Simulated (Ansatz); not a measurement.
Crystal: Ga.

```xyz
1
Lattice="-1.3844 1.3844 2.3112 1.3844 -1.3844 2.3112 1.3844 1.3844 -2.3112" Properties=species:S:1:pos:R:3 pbc="T T T"
Ga    0.0000    0.0000    0.0000
```

This isn't the form of Ga at room conditions, which is orthorhombic.

- Program: Ansatz 0.2.0
- Task: single point
- Functional: PBE
- Potentials or basis: Ansatz PAW
- Cutoff: 420 eV (not typed: the program's choice for these potentials)
- k mesh: 13 × 13 × 13
- Occupations: fermi-dirac, width 0.05 eV
- Spin: no spin polarisation

On this cell: pressure 3.5 GPa; band gap on the k mesh none (metal or under the smearing width).

The same run follows on a disturbed copy (cell strained at random at fixed volume):

```
Ga
1.0
    -1.34574    1.36748    2.27974
     1.38532   -1.38141    2.31180
     1.38426    1.41993   -2.28809
Ga
1
Direct
  0.00017 0.01188 0.01187
```

Task: What changes?

Result: The energy (extrapolated to zero smearing) moves by +0.2 meV/atom; pressure 3.7 GPa; band gap on the k mesh none (metal or under the smearing width).

Stress tensor (GPa, compression positive):
```
 3.98  0.16 -0.03
 0.16  3.81 -0.13
-0.03 -0.13  3.21
```
